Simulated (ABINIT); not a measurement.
BN in ABINIT: the effect of functional

The system is BN.

```
CELL_PARAMETERS angstrom
2.55394 0.00000 0.00000
-1.27697 2.21178 0.00000
0.00000 0.00000 4.22685
ATOMIC_POSITIONS crystal
N 0.33333 0.66667 0.12528
N 0.66667 0.33333 0.62528
B 0.33333 0.66667 0.49972
B 0.66667 0.33333 0.99972
```

Measurements of this composition are mostly on another form, of space group No. 194.

Alike in all runs:

* Program: ABINIT 10.8.3 (patched build)
* Task: band structure
* Potentials or basis: JTH PAW PBE v2.0
* Cutoff: 844 eV
* k mesh: 12 × 12 × 6
* Occupations: fermi-dirac, width 0.05 eV
* Spin: no spin polarisation

```tsv
functional	gap on the mesh (eV)	pressure (GPa)
PBE	5.19	-0.2
LDA	?	?
PBEsol	4.96	-5.8
RPBE	5.26	5.4
BLYP	5.58	6.2
AM05	4.98	-6.4
r2SCAN	5.71	-2.3
SCAN	5.70	-4.5
revPBE	5.24	4.1
PW91	5.24	-1.1
WC	5.02	-5.9
```

Problem. What does the run with functional LDA give?

Solution. gap on the mesh 4.97 eV; pressure -13.2 GPa.

Caveats: the PAW data sets were made with another functional, which shifts forces and pressure a little (some runs).

